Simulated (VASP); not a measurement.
Input of a VASP 6.6.1 run:

Contents of INCAR:

```
  PREC = Accurate
  ENCUT = 600
  EDIFF = 1E-6
  ISMEAR = 1
  SIGMA = 0.1
  LREAL = False
  LASPH = True
  NELM = 80
  ALGO = Normal
  ISIF = 3
  LWAVE = False
  LCHARG = False
  GGA = PS
  IBRION = 2
  NSW = 90
  EDIFFG = -0.01
  PSTRESS = 1100.0
```

File KPOINTS:

```
regular mesh
0
Gamma
  17 17 17
```

The input POSCAR:

```
Se
1.0
    1.9250000000      1.1113992682      0.8816666667
   -1.9250000000      1.1113992682      0.8816666667
    0.0000000000     -2.2227985364      0.8816666667
Se
1
Direct
    0.0000000000      0.0000000000      0.0000000000
```

Potentials or basis: VASP PAW PBE potentials, release 64 (Se).

Command:

```console
$ cat potpaw_PBE.64/Se/POTCAR > POTCAR
$ mpirun -np 1 vasp_std > vasp.out
```

**Question.** What does it give for the space group after relaxing (to 0.05 Å)?

**Answer.** R-3m (No. 166).

**Question.** Predict the relaxed volume.

**Answer.** 12.28 Å³/atom.

**Question.** Predict the band gap on the k mesh.

**Answer.** None (metal or under the smearing width).

**Question.** Estimate the relaxed cell.

**Answer.** a = 2.436 Å, b = 2.436 Å, c = 2.436 Å, α = 106.24°, β = 106.24°, γ = 106.24°.

Final structure:
```xyz
1
Lattice="1.9488 1.1252 0.9336 -1.9488 1.1252 0.9336 0.0000 -2.2503 0.9336" Properties=species:S:1:pos:R:3 pbc="T T T"
Se    0.0000    0.0000    0.0000
```

Caveat: the cell is relaxed towards a set pressure, so the enthalpy falls and the energy may rise; the PAW data sets were made with another functional, which shifts forces and pressure a little. Zero-point motion and thermal expansion aren't in these numbers.
